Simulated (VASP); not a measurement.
# W (Im-3m) in VASP: relaxation of cell and atoms with r2SCAN

Aim: the relaxation of cell and atoms of W with r2SCAN.

Program: VASP 6.6.1. These are calculated values, not measurements. Logs are shortened: lines on timing, memory, paths and dates and some standing lists are left out, and cuts for length are marked.

### 1 The structure

It takes space group Im-3m (No. 229, cubic). The conventional cell has a = 3.165 Å, b = 3.165 Å, c = 3.165 Å, α = 90.00°, β = 90.00°, γ = 90.00°. Around W (site symmetry m-3m) lie 8 W at 2.74 Å.

### 2 Relaxation of cell and atoms, r2SCAN

File INCAR:

```
ALGO     = Normal         # electronic algorithm
EDIFF    = 1E-7           # SCF threshold, eV
EDIFFG   = -0.004         # ionic threshold
ENCUT    = 600            # plane-wave cutoff, eV
IBRION   = 2              # ionic algorithm
ISIF     = 3              # what is computed and relaxed
ISMEAR   = 0              # smearing method
LASPH    = True           # aspherical terms in the spheres
LCHARG   = False          # write CHGCAR
LMIXTAU  = True         
LREAL    = False          # projectors in reciprocal space
LWAVE    = False          # write WAVECAR
METAGGA  = R2SCAN         # meta-GGA
NELM     = 80             # most SCF steps
NSW      = 80             # ionic steps
PREC     = Accurate       # precision mode
SIGMA    = 0.1            # smearing width, eV
```

File KPOINTS:

```
k-points
0
Gamma
  18 18 18
```

File POSCAR:

```
W
1.0
   -1.5823450000      1.5823450000      1.5823450000
    1.5823450000     -1.5823450000      1.5823450000
    1.5823450000      1.5823450000     -1.5823450000
W
1
Direct
    0.0000000000      0.0000000000      0.0000000000
```

Potentials or basis: VASP PAW PBE potentials, release 64 (W_sv).

Run with:

```bash
$ cat potpaw_PBE.64/W_sv/POTCAR > POTCAR
$ mpirun -np 1 vasp_std > vasp.out
```

OUTCAR:

```text
EDIFF = 1E-7
   EDIFFG = -0.004
   ENCUT = 600
   IBRION = 2
   ISIF = 3
   ISMEAR = 0
   LASPH = True
   LREAL = False
   METAGGA = R2SCAN
   NELM = 80
   NSW = 80
   PREC = Accurate

 ion  position               nearest neighbor table
   1  0.000  0.000  0.000-

  LATTYP: Found a body centered cubic cell.
 ALAT       =     3.1646900000

  Lattice vectors:

 A1 = (  -1.5823450000,   1.5823450000,   1.5823450000)
 A2 = (   1.5823450000,  -1.5823450000,   1.5823450000)
 A3 = (   1.5823450000,   1.5823450000,  -1.5823450000)

Analysis of symmetry for initial positions (statically):
=====================================================================
 Subroutine PRICEL returns:
 Original cell was already a primitive cell.

 Routine SETGRP: Setting up the symmetry group for a
 body centered cubic supercell.

 Subroutine GETGRP returns: Found 48 space group operations
 (whereof 48 operations were pure point group operations)
 out of a pool of 48 trial point group operations.

The static configuration has the point symmetry O_h .

Analysis of symmetry for dynamics (positions and initial velocities):
=====================================================================
 Subroutine PRICEL returns:
 Original cell was already a primitive cell.

 Routine SETGRP: Setting up the symmetry group for a
 body centered cubic supercell.

 Subroutine GETGRP returns: Found 48 space group operations
 (whereof 48 operations were pure point group operations)
 out of a pool of 48 trial point group operations.

The dynamic configuration has the point symmetry O_h .

 Subroutine INISYM returns: Found 48 space group operations
 (whereof 48 operations are pure point group operations),
 and found     1 'primitive' translations

----------------------------------------------------------------------------------------

                                     Primitive cell

  volume of cell :      15.8476

  direct lattice vectors                    reciprocal lattice vectors
    -1.582345000  1.582345000  1.582345000     0.000000000  0.315986716  0.315986716
     1.582345000 -1.582345000  1.582345000     0.315986716  0.000000000  0.315986716
     1.582345000  1.582345000 -1.582345000     0.315986716  0.315986716  0.000000000

  length of vectors
     2.740701935  2.740701935  2.740701935     0.446872699  0.446872699  0.446872699

  position of ions in fractional coordinates (direct lattice)
     0.000000000  0.000000000  0.000000000

[... 92 lines left out ...]
   IALGO  =     38    algorithm
   IMIX   =      4    mixing-type and parameters
     AMIX     =   0.40;   BMIX     =  1.00
     AMIX_MAG =   1.60;   BMIX_MAG =  1.00
  volume/ion in A,a.u.               =      15.85       106.94
  Fermi-wavevector in a.u.,A,eV,Ry     =   1.570832  2.968442 33.572544  2.467512
  Thomas-Fermi vector in A             =   2.672506
   LORBIT       =      0    0 simple, 1 ext, 2 COOP (PROOUT), +10 PAW based schemes
   METAGGA = R2SCAN    functional components
   LHFCALC =     F    Hartree Fock is set to
   AEXX    =    0.0000 exact exchange contribution
   IVDW    =     0    specifies the selected vdW correction
   LEPSILON=     F    determine dielectric tensor
   LRPA    =     F    only Hartree local field effects (RPA)
 conjugate gradient relaxation of ions
 non-spin polarized calculation
 Gauss-broadening in eV      SIGMA  =   0.10
  energy-cutoff  :      600.00
  volume of cell :       15.85
 maximum number of plane-waves:       543
 NGX is ok and might be reduce to    24
   NGX = 11   NGY = 11   NGZ = 11

--------------------------------------- Ionic step        1  -------------------------------------------

 number of electron      14.0000002 magnetization

 Free energy of the ion-electron system (eV)
  ---------------------------------------------------
  ext. energy  EPLUGINS =         0.00000000
  ---------------------------------------------------
  free energy    TOTEN  =       -51.34741504 eV

  energy without entropy =      -51.34385976  energy(sigma->0) =      -51.34563740

------------------------ aborting loop because EDIFF is reached ----------------------------------------

  FORCE on cell =-STRESS in cart. coord.  units (eV):
  Direction    XX          YY          ZZ          XY          YZ          ZX
  --------------------------------------------------------------------------------------
  -------------------------------------------------------------------------------------
  Total        0.2379953      0.2379953      0.2379953     -0.0000000     -0.0000000      0.0000000
  in kB       24.0611012     24.0611012     24.0611012     -0.0000000     -0.0000000      0.0000000
  external PRESSURE =      24.0611012 kB  Pullay stress =       0.0000000 kB
[... 57 lines left out ...]
--------------------------------------- Ionic step        3  -------------------------------------------

 number of electron      14.0000002 magnetization

 Free energy of the ion-electron system (eV)
  ---------------------------------------------------
  ext. energy  EPLUGINS =         0.00000000
  ---------------------------------------------------
  free energy    TOTEN  =       -51.34829041 eV

  energy without entropy =      -51.34464881  energy(sigma->0) =      -51.34646961

 E-fermi :  11.1784     XC(G=0): -14.9114

 val. band max:       11.1688695826   @ k =  -0.1667   0.1667   0.0556
 cond. band min:      11.1905155590   @ k =  -0.3889   0.3889   0.2778
 fundamental gap:      0.0216459764
 Fermi energy:        11.1783987348

 k-point     1 :       0.0000    0.0000    0.0000
  band No.  band energies     occupation
      1     -64.9321      2.00000
      2     -27.8040      2.00000
      3     -27.8040      2.00000
      4     -27.8040      2.00000
      5       1.0972      2.00000
      6       9.9172      2.00000
      7       9.9172      2.00000
      8       9.9172      2.00000
      9      13.7354      0.00000
     10      13.7354      0.00000
     11      26.4275      0.00000
[... 309 lines left out ...]
 k-point    24 :       0.3889    0.1111    0.0000
  band No.  band energies     occupation
      1     -64.7854      2.00000
      2     -29.0622      2.00000
      3     -28.2739      2.00000
      4     -27.8704      2.00000
      5       5.1216      2.00000
      6       7.6267      2.00000
      7      10.4608      2.00000
      8      13.4184      0.00000
      9      14.8087      0.00000
     10      17.7552      0.00000
     11      22.5989      0.00000

 [... further k-points ...]
[... 5 lines left out ...]
  --------------------------------------------------------------------------------------
  -------------------------------------------------------------------------------------
  Total       -0.0017623     -0.0017623     -0.0017623      0.0000000     -0.0000000      0.0000000
  in kB       -0.1768320     -0.1768320     -0.1768320      0.0000000     -0.0000000      0.0000000
  external PRESSURE =      -0.1768320 kB  Pullay stress =       0.0000000 kB
[... 16 lines left out ...]
  FREE ENERGIE OF THE ION-ELECTRON SYSTEM (eV)
  ---------------------------------------------------
  free  energy   TOTEN  =       -51.3482904067 eV

  energy  without entropy=      -51.3446488138  energy(sigma->0) =      -51.34646961

 reached required accuracy - stopping structural energy minimisation
```

OSZICAR:

```text
N       E                     dE             d eps       ncg     rms          rms(c)
DAV:   1     0.442247069401E+02    0.44225E+02   -0.88280E+03  4306   0.164E+03
DAV:   2    -0.538418542104E+02   -0.98067E+02   -0.94678E+02  4560   0.367E+02
DAV:   3    -0.556115031978E+02   -0.17696E+01   -0.17509E+01  4939   0.480E+01
[... 42 lines left out ...]
DAV:   8    -0.513482900490E+02   -0.14042E-05   -0.36551E-06  4389   0.303E-02    0.207E-03
DAV:   9    -0.513482899083E+02    0.14070E-06   -0.30241E-07  4461   0.779E-03    0.326E-04
DAV:  10    -0.513482904987E+02   -0.59045E-06   -0.11276E-08  2193   0.167E-03    0.185E-04
DAV:  11    -0.513482903518E+02    0.14686E-06   -0.53494E-09  2169   0.123E-03    0.575E-05
DAV:  12    -0.513482904067E+02   -0.54846E-07   -0.68031E-10  2154   0.413E-04
   3 F= -.51348290E+02 E0= -.51346470E+02  d E =-.875368E-03
```

CONTCAR:

```text
W
   1.00000000000000
    -1.5863064664906652    1.5863064664906652    1.5863064664906652
     1.5863064664906652   -1.5863064664906652    1.5863064664906652
     1.5863064664906652    1.5863064664906652   -1.5863064664906652
  W
     1
Direct
     0.0000000000000000    0.0000000000000000    0.0000000000000000

  0.00000000E+00  0.00000000E+00  0.00000000E+00
```

Wall time 7.2 min (1 thread of Intel Xeon Platinum 8375C at 2.90GHz (Ice Lake), shared host); peak memory 0.19 GiB.

What came out:

- Free energy: -51.3483 eV
- Relaxed volume: 15.97 Å³/atom
- Relaxed cell: a = 2.748 Å, b = 2.748 Å, c = 2.748 Å, α = 109.47°, β = 109.47°, γ = 109.47°
- Space group after relaxing (to 0.05 Å): Im-3m (No. 229)
- Energy gained by relaxing: 0.9 meV/atom
- Ionic steps: 3
- Pressure after relaxing: 0.0 GPa
- Band gap on the k mesh: none (metal or under the smearing width)

Step by step:
```
step  energy change (eV)  largest force (eV/Å)  pressure (GPa)  volume (Å³)
   1              0.0000                0.0000            2.41        15.85
   2              0.0103                0.0000           -8.03        16.40
   3             -0.0009                0.0000           -0.02        15.97
```

Final structure:
```yaml
crystal:
  lattice:
    - [-1.58631, 1.58631, 1.58631]
    - [1.58631, -1.58631, 1.58631]
    - [1.58631, 1.58631, -1.58631]
  atoms:
    - { symbol: W, position: [0.00000, 0.00000, 0.00000] }
```

Levels at points of the mesh, in eV from the Fermi level:
| k point | band 3 | band 4 | band 5 | band 6 | band 7 | band 8 | band 9 | band 10 | band 11 |
| --- | --- | --- | --- | --- | --- | --- | --- | --- | --- |
| (0.00, 0.00, 0.00) | -38.98 | -38.98 | -10.08 | -1.26 | -1.26 | -1.26 | 2.56 | 2.56 | 15.25 |
| (0.50, 0.00, 0.00) | -39.42 | -38.99 | -6.51 | -3.71 | 0.51 | 2.39 | 3.43 | 6.29 | 11.55 |
| (0.50, 0.50, 0.50) | -39.92 | -39.92 | -5.95 | -5.95 | 5.29 | 5.29 | 5.29 | 8.49 | 8.49 |

Caveat: the PAW data sets were made with another functional, which shifts forces and pressure a little. Zero-point motion and thermal expansion aren't in these numbers.
